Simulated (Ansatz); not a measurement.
**CaO (CsCl type): gap against strain (isotropic on every length)**

CaO (CsCl type), relaxed with r2SCAN in the plane-wave code Ansatz, then strained (isotropic on every length; changes of length per length, axes as in the cell below) with the atoms relaxed again within the symmetry that is left. Space group Pm-3m (No. 221), cubic; conventional cell a = 2.903 Å, 12.24 Å³ an atom. Ca is surrounded by 8 O at 2.51 Å; O is surrounded by 8 Ca at 2.51 Å. No spin polarisation. The prototype was imposed, so other structures may be more stable.

```xyz
2
Lattice="2.9032 0.0000 0.0000 0.0000 2.9032 0.0000 0.0000 0.0000 2.9032" Properties=species:S:1:pos:R:3 pbc="T T T"
Ca    0.0000    0.0000    0.0000
O     1.4516    1.4516    1.4516
```

Gaps are the least over each mesh (PBE 8×8×8, r2SCAN 8×8×8, HSE06 6×6×6 when unstrained) and the special points, which keep their unstrained names; stress is the change from the unstrained cell, compression positive.

```csv
strain (%),"gap, PBE (eV)","gap, r2SCAN (eV)","gap, HSE06 (eV)","edges, HSE06","mean stress, r2SCAN (GPa)","energy rise, r2SCAN (meV/atom)"
0.0,2.773,3.276,4.478,M → Γ,0.00,0.0
+0.36,2.776,3.278,4.478,M → Γ,-1.28,0.6
+3.44,2.786,3.280,4.457,M → Γ,-9.91,44.6
+3.98,2.784,3.277,4.450,M → Γ,-11.06,58.6
+5.44,2.776,3.265,4.427,M → Γ,-13.72,104.4
```

The meshes of the hybrids are coarse, so their gaps aren't converged to the digits shown.
